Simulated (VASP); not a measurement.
A run of VASP 6.6.1 is set up as follows.

The input INCAR:

```
SYSTEM = InAs
ALGO = Normal
EDIFF = 1E-6
ENCUT = 520
ISIF = 2
ISMEAR = 0
LASPH = .True.
LCHARG = .False.
LREAL = .False.
LWAVE = .False.
NBANDS = 16
NELM = 100
PREC = Accurate
SIGMA = 0.02
```

Contents of KPOINTS:

```
k-points
0
Gamma
  8 8 8
  0 0 0
```

Contents of POSCAR:

```
InAs
1.0
    0.0000000000      3.0180000000      3.0180000000
    3.0180000000      0.0000000000      3.0180000000
    3.0180000000      3.0180000000      0.0000000000
In As
1 1
Direct
    0.0000000000      0.0000000000      0.0000000000
    0.7500000000      0.7500000000      0.7500000000
```

Potentials or basis: VASP PAW LDA potentials, release 64 (In_d, As).

Launch:

```console
$ cat potpaw_LDA.64/In_d/POTCAR potpaw_LDA.64/As/POTCAR > POTCAR
$ mpirun -np 1 vasp_std > vasp.out
```

Q: Estimate the band gap on the k mesh.

A: Zero (filled and empty bands touch).

Q: What does it give for the pressure?

A: -0.1 GPa.

Caveat: spin-orbit coupling is left out, which moves the levels of the heavy elements.

**Experimental background.**

From a printed reference work, data compilation, for a bulk crystal of InAs at 4.2 K: band gap 0.418 eV (direct).

A measured gap of InAs is 0.418 eV (direct; 4.2 K; a printed reference work, data compilation); the calculated 0.00 eV misses it by -0.42 eV. Spin-orbit coupling on As, In is left out. The value is that of LDA on a finite k mesh, which can miss the band edges, without temperature or zero-point motion. Semilocal functionals fall short of measured gaps as a rule.
